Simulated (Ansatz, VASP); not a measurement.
## One calculation of LiCl, two programs

INCAR

```
SYSTEM = LiCl
PREC = Accurate
ENCUT = 520
EDIFF = 1E-7
ISMEAR = 0
SIGMA = 0.05
LREAL = .False.
LASPH = .True.
NELM = 80
ALGO = Normal
ISIF = 2
LWAVE = .False.
LCHARG = .False.
GGA = PE
NBANDS = 12
```

The input KPOINTS:

```
Automatic mesh
0
Gamma
  12 12 12
  0 0 0
```

Contents of POSCAR:

```
LiCl
1.0
    0.0000000000      2.5579179871      2.5579179871
    2.5579179871      0.0000000000      2.5579179871
    2.5579179871      2.5579179871      0.0000000000
Li Cl
1 1
Direct
    0.0000000000      0.0000000000      0.0000000000
    0.5000000000      0.5000000000      0.5000000000
```

Input for Ansatz:

```yaml
crystal:
  lattice:
    - [0.0, 2.5579179871, 2.5579179871]
    - [2.5579179871, 0.0, 2.5579179871]
    - [2.5579179871, 2.5579179871, 0.0]
  atoms:
    - { symbol: Li, position: [0.0, 0.0, 0.0] }
    - { symbol: Cl, position: [0.5, 0.5, 0.5] }
basis:
  ecutwfc: 420
  ecutrho_ratio: 4
kpoints:
  mp_grid: { grid: [12, 12, 12] }
hamiltonian:
  xc: pbe
scf:
  occupations: { method: gaussian, width: 0.05 }
output:
  forces: true
  stress: true
  eigenvalues: true
```

Alike in both runs: task single point; functional PBE; k mesh 12 × 12 × 12; occupations gaussian, width 0.05 eV; no spin polarisation.

|  | VASP | Ansatz |
| --- | --- | --- |
| version | VASP 6.6.1 | Ansatz 0.2.0 |
| potentials or method | VASP PAW PBE potentials, release 64 (Li_sv, Cl) | scalar-relativistic, plane waves, PAW |
| plane-wave cutoff (eV) | 520 | 420 |
| valence electrons in the cell | 10 | 10 |

```csv
,VASP,Ansatz,Ansatz less VASP
gap on the k mesh at the Fermi level (eV),6.38,6.37,-0.013
least direct gap on the mesh (eV),6.39,6.37,-0.013
```

 Expect the measured gap to be larger: semilocal functionals such as PBE lack the derivative discontinuity. A k mesh can miss the band edges.
